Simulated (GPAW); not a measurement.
# Calculated records

```
KI (Fm-3m): one start, several treatments of the self-energy
1.0
     0.00000    3.53277    3.53278
     3.53277    0.00000    3.53277
     3.53277    3.53277    0.00000
K I
1 1
Direct
  0.00000 0.00000 0.00000
  0.50000 0.50000 0.50000
# method: DFT, PBE, plane waves, PAW (and 1 further level or step)
# program: GPAW 26.7.0
# settings of one run: cutoff 450 eV, GPAW PAW setups 1.2.1 data release, 4×4×4 k-mesh, nbands 473
# cost: 4 runs, 28 min in all on 4 MPI ranks of Arm Neoverse V2, shared host (the runs of this entry)
# notes: The cell and positions come from the Crystallography Open Database and are kept as given unless a step says otherwise. Limits: no spin-orbit coupling. Bands and cutoff are finite, so the gap is not at the basis limit. The miss can reach some tenths of an eV and take either sign; the mesh is an error of its own.
# G0W0, Godby-Needs plasmon pole: 6.139 eV
# G0W0, full frequency, Hilbert transform: 6.186 eV
# G0W0, multipole: 6.109 eV
# known limits: not at the basis limit; no spin-orbit coupling
```

[Paths, hosts, dates, memory and timing lines, banners, echoed tables and standing remarks are left out of the program output.]

[Logs are printed without paths, hosts, clocks, repeated set-up lines and the standing remarks that a program may print on its own settings, such as how far it seeks lower states.]

[Runs of the session that timed out or met a known fault of the program may be left out.]

[Hosts, paths, dates, database ids (printed as entryN), source tags and the programs' standing remarks are cut or masked in the printed files.]
